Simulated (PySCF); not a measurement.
J couplings in [C₄H₁₀N]+

Cartesian coordinates in Å; atom numbers follow the order of the lines, from 1:
```xyz
15

C     1.057   -0.711    0.057
C     0.985    0.823   -0.024
C    -0.511    1.155   -0.138
N    -1.182   -0.161   -0.337
C    -0.358   -1.126    0.437
H     1.786   -1.049    0.788
H     1.331   -1.138   -0.907
H     1.406    1.282    0.867
H     1.546    1.194   -0.879
H    -0.737    1.829   -0.963
H    -0.884    1.598    0.786
H    -1.138   -0.416   -1.330
H    -2.165   -0.147   -0.053
H    -0.598   -2.155    0.175
H    -0.543   -0.969    1.500
```

Total charge +1.

Method: B3LYP/pcJ-1 (spin–dipole term only in couplings to heteroatoms)//GFN2-xTB, PySCF 2.14.0 with density-fitted response routines; isolated molecule, single conformer, non-relativistic. Couplings are averaged over pairs made equivalent by symmetry, fast rotation or ring inversion, so a value needn't be that of the named pair in this geometry, while other rotamers aren't included; one pair stands for each set, and the list holds a selection of those of at least 0.8 Hz over up to four bonds.

Isotopes: $^{13}$C, $^{1}$H, $^{15}$N.

| pair | bonds | J (Hz) |
| --- | --- | --- |
| C1, C2 | 1 | 29.8 |
| C1, C5 | 1 | 32.9 |
| C1, H6 | 1 | 145.4 |
| C3, N4 | 1 | -4.7 |
| C3, H10 | 1 | ? |
| N4, H12 | 1 | -80.4 |
| C1, C3 | 2 | -1.0 |
| C1, N4 | 2 | -2.0 |
| C1, H8 | 2 | ? |
| C3, C5 | 2 | 3.5 |
| C3, H8 | 2 | -1.3 |
| C3, H12 | 2 | -2.3 |
| N4, H10 | 2 | -1.0 |
| H6, H7 | 2 | ? |
| H10, H11 | 2 | -13.8 |
| H12, H13 | 2 | ? |
| C1, H10 | 3 | 3.1 |
| C1, H12 | 3 | ? |
| C3, H6 | 3 | ? |
| C3, H14 | 3 | 4.1 |
| N4, H6 | 3 | -2.8 |
| H6, H8 | 3 | ? |
| H6, H9 | 3 | 6.1 |
| H6, H14 | 3 | 6.8 |
| H6, H15 | 3 | ? |
| H10, H12 | 3 | 5.6 |

Estimate the withheld couplings, with signs.

Answers


- $^{1}J$(C3,H10) = 155.2 Hz (bond length 1.089 Å, sp3 carbon)
- $^{2}J$(C1,H8) = -3.2 Hz
- $^{2}J$(H6,H7) = -15.9 Hz
- $^{2}J$(H12,H13) = -12.9 Hz (angle at N4 108°)
- $^{3}J$(C1,H12) = 3.4 Hz (mean over equivalent pairs that range from 0.1 to 7.2 Hz in this conformer)
- $^{3}J$(C3,H6) = 3.0 Hz (mean over equivalent pairs that range from 0.1 to 6.6 Hz in this conformer)
- $^{3}J$(H6,H8) = 12.2 Hz
- $^{3}J$(H6,H15) = 9.8 Hz (mean over equivalent pairs that range from 6.9 to 13.6 Hz in this conformer)
